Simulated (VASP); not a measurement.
TePb: band structure with BLYP

**What was measured.**

A printed reference work, monograph reports, for a bulk crystal of TePb at 4.2 K: band gap 0.19 eV (direct).

The system is TePb.

```xyz
2
Lattice="0.0000 3.2310 3.2310 3.2310 0.0000 3.2310 3.2310 3.2310 0.0000" Properties=species:S:1:pos:R:3 pbc="T T T"
Pb    0.0000    0.0000    0.0000
Te    3.2310    3.2310    3.2310
```

```yaml
Program: VASP 6.6.1
Task: band structure
Functional: BLYP
Potentials_or_basis: VASP PAW PBE potentials, release 64 (Pb_d, Te)
Cutoff: 520 eV
k_mesh: 7 × 7 × 7
Occupations: fermi-dirac, width 0.05 eV
Spin: no spin polarisation
Further_INCAR_settings: ALGO = Fast; EDIFF = 1e-06
```

```yaml
Pressure: 5.5 GPa
Band_gap_along_the_path: 0.82 eV, direct
```

Levels at the corners of the path, in eV from the Fermi level:
```csv
point,band 7,band 8,band 9,band 10,band 11,band 12,band 13,band 14
Γ,-6.17,-1.82,-1.82,-1.82,3.54,3.54,3.54,5.55
X,-7.86,-4.88,-3.24,-3.24,3.14,4.92,4.92,6.18
X,-7.86,-4.88,-3.24,-3.24,3.14,4.92,4.92,6.18
W,-8.54,-4.18,-4.18,-0.82,1.19,4.87,4.87,6.44
W,-8.54,-4.18,-4.18,-0.82,1.19,4.87,4.87,6.44
K,-8.52,-4.50,-2.73,-2.51,3.15,3.27,4.87,5.46
K,-8.52,-4.50,-2.73,-2.51,3.15,3.27,4.87,5.46
Γ,-6.17,-1.82,-1.82,-1.82,3.54,3.54,3.54,5.55
Γ,-6.17,-1.82,-1.82,-1.82,3.54,3.54,3.54,5.55
L,-9.12,-1.33,-1.33,-0.44,0.37,0.80,0.80,8.24
L,-9.12,-1.33,-1.33,-0.44,0.37,0.80,0.80,8.24
U,-8.52,-4.50,-2.73,-2.51,3.15,3.27,4.87,5.46
U,-8.52,-4.50,-2.73,-2.51,3.15,3.27,4.87,5.46
W,-8.54,-4.18,-4.18,-0.82,1.19,4.87,4.87,6.44
W,-8.54,-4.18,-4.18,-0.82,1.19,4.87,4.87,6.44
L,-9.12,-1.33,-1.33,-0.44,0.37,0.80,0.80,8.24
L,-9.12,-1.33,-1.33,-0.44,0.37,0.80,0.80,8.24
K,-8.52,-4.50,-2.73,-2.51,3.15,3.27,4.87,5.46
U,-8.52,-4.50,-2.73,-2.51,3.15,3.27,4.87,5.46
X,-7.86,-4.88,-3.24,-3.24,3.14,4.92,4.92,6.18
```

Wall time 67 s on 1 thread of Intel(R) Xeon(R) Platinum 8559C (Emerald Rapids), with other jobs on the host, peak memory 0.21 GiB.

Measured gap of TePb: 0.19 eV (direct; 4.2 K; a printed reference work, monograph). This calculation gives 0.82 eV (+0.63 eV). Spin-orbit coupling on Pb, Te is left out. The value is that of BLYP, without temperature or zero-point motion.

Caveat: this odd mesh misses L, where the gap lies, so gap, dielectric constants and Born charges aren't listed; the PAW data sets were made with another functional, which shifts forces and pressure a little; spin-orbit coupling is left out, which moves the levels of the heavy elements.
